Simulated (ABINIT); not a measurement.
Al:

```
CELL_PARAMETERS angstrom
0.00000 2.02481 2.02481
2.02481 0.00000 2.02481
2.02481 2.02481 0.00000
ATOMIC_POSITIONS crystal
Al 0.00000 0.00000 0.00000
```

Base run:

- Program: ABINIT 10.8.3 (patched build)
- Functional: HCTH407
- Potentials or basis: PseudoDojo NC SR PBE v0.4.1 standard
- Cutoff: 544 eV
- k mesh: 11 × 11 × 11
- Occupations: fermi-dirac, width 0.05 eV
- Spin: no spin polarisation

Its results: band gap on the k mesh none (metal or under the smearing width); pressure -12.2 GPa.

The run is repeated on the same cell with these changes: functional from HCTH407 to BP86. What comes out?

Band gap on the k mesh none (metal or under the smearing width); pressure 0.8 GPa.

Caveats: the potentials were made for another functional, which shifts forces and pressure.

Not every run made on this cell is shown here.
